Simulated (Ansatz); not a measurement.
BaS built on the zincblende prototype, relaxed with r2SCAN in Ansatz 0.2.0. Space group F-43m (No. 216), cubic; a = 7.039 Å in the conventional setting, 43.59 Å³ an atom. Ba is surrounded by 4 S at 3.05 Å; S is surrounded by 4 Ba at 3.05 Å.

The axes x, y and z are those of this cell:
```yaml
crystal:
  lattice:
    - [0.00000, 3.51941, 3.51941]
    - [3.51941, 0.00000, 3.51941]
    - [3.51941, 3.51941, 0.00000]
  atoms:
    - { symbol: Ba, position: [0.00000, 0.00000, 0.00000] }
    - { symbol: S, position: [0.25000, 0.25000, 0.25000] }
```

Unstrained: PBE gives an indirect gap of 2.747 eV, from W to Γ; the least direct gap is 3.419 eV at Γ. The r2SCAN gap is indirect, 3.068 eV (W to Γ), below the direct gap of 3.698 eV at W. With HSE06 the valence top lies at W and the conduction bottom at Γ, 3.641 eV higher; the smallest vertical gap, at Γ, is 4.350 eV. Meshes: PBE 6×6×6, r2SCAN 6×6×6, HSE06 4×4×4. Strains are changes of length per length. After each strain the atoms were relaxed again with r2SCAN within the symmetry that the strain leaves, so tilts or polar shifts that break it weren't tested; points keep the names that they have in the unstrained zone. No spin polarisation. The prototype was imposed, so other structures may be more stable.

Q: One strain changed the r2SCAN stress by xx -1.08, yy -1.08, zz -1.08, xy +0.55, xz +0.55, yz +0.55 GPa (compression positive) and the gap by -0.101 eV (PBE), -0.077 eV (r2SCAN), -0.106 eV (HSE06). Which kind of strain was it, and roughly how large?

A: Epitaxial +5.76 % in the plane normal to [111], free normal strain -9.27 %. The pattern of the stress gives the kind; the size needs the stiffness, so it is an estimate.

Q: Estimate what isotropic -0.84 % on every length does to the gap.

A: PBE: the gap goes from 2.747 to 2.783 eV (+0.036 eV). r2SCAN: the gap goes from 3.068 to 3.103 eV (+0.035 eV). HSE06: the gap goes from 3.641 to 3.682 eV (+0.041 eV). The r2SCAN energy rises by 2.5 meV an atom.

Q: Apply epitaxial -4.95 % in the xy plane, free normal strain +7.67 %. How far does the gap move, against the unstrained cell?

A: HSE06: the gap goes from 3.641 to 3.589 eV (-0.052 eV); the edges move from W → Γ to X → Γ.

Spin-orbit coupling is left out.

The meshes of the hybrids are coarse, so their gaps aren't converged to the digits shown.
